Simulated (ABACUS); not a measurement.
Fe: equation of state with OLYP

**Measured values to compare with.**

From “Pressure Induced Densification and Compression in a Reprocessed Borosilicate Glass”, 2018, pmc:5793612, for a bulk crystal of Fe: bulk modulus 166.4 GPa.

Fe:

```
Fe
1.0
    -1.44300    1.44300    1.44300
     1.44300   -1.44300    1.44300
     1.44300    1.44300   -1.44300
Fe
1
Direct
  0.00000 0.00000 0.00000
```

- Program: ABACUS 3.10.1
- Task: equation of state
- Functional: OLYP
- Potentials or basis: PseudoDojo NC SR 0.5 PBE stringent
- Cutoff: 1619 eV
- Density cutoff: 6476 eV
- Basis: plane waves
- k mesh: 10 × 10 × 10
- Occupations: fermi-dirac, width 0.05 eV
- Spin: collinear spin, ferromagnetic start
- Starting moments: [3.0] μB

| Quantity | Value |
| --- | --- |
| Equilibrium volume | 11.45 Å³/atom |
| Bulk modulus | 91 GPa |
| Pressure derivative of the bulk modulus | 4.9 (rough: it moves with the points fitted) |

Energy against volume, from the lowest point:
```csv
volume (Å³/atom),energy (meV/atom)
11.298,0.00
11.778,1.99
12.259,13.73
12.740,33.07
```

All runs of the series together: 60 s on 4 threads of Intel(R) Xeon(R) Platinum 8488C (Sapphire Rapids), with other jobs on the host.

Against the measured bulk modulus of Fe, 166.4 GPa (quoted in “Pressure Induced Densification and Compression in a Reprocessed Borosilicate Glass”, 2018, pmc:5793612), the calculated 91 GPa is off by -45.2 %. So large a miss can be the level of theory's own, or it may mean another phase, state or a wrong row. The fit is for a static lattice scaled at fixed shape and fixed fractional positions.

Caveat: the potentials were made for another functional, which shifts forces and pressure.
